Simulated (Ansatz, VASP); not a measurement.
## As: VASP beside Ansatz

```xyz
4
Lattice="4.8903 0.0000 0.0000 -2.4451 4.2351 0.0000 0.0000 0.0000 5.0039" Properties=species:S:1:pos:R:3 pbc="T T T"
As    0.0000    2.8234    0.0000
As    2.4451    1.4117    0.0000
As    0.0000    0.0000    2.5019
As    0.0000    0.0000    0.0000
```

Alike in both runs: functional PBE; k mesh 12 × 12 × 10; occupations gaussian, width 0.1 eV; no spin polarisation.

Ansatz relaxed the structure, and its values are those at the end. VASP's run is a single point on that final structure, the one shown.

|  | VASP | Ansatz |
| --- | --- | --- |
| version | VASP 6.6.1 | Ansatz 0.2.0 |
| potentials or method | VASP PAW PBE potentials, release 64 (As) | scalar-relativistic, plane waves, PAW |
| plane-wave cutoff (eV) | 520 | 420 |
| valence electrons in the cell | 20 | 60 |

|  | VASP | Ansatz | Ansatz less VASP |
| --- | --- | --- | --- |
| gap on the k mesh at the Fermi level (eV) | none | none | - |
| pressure (GPa) | 0.1 | 0.0 | -0.10 |

A gap of «none» marks a metal or a gap that the smearing closes. With one functional, cell and mesh, what is left measures potentials, basis and numerics. The two sets of potentials don't hold the same shells in valence.
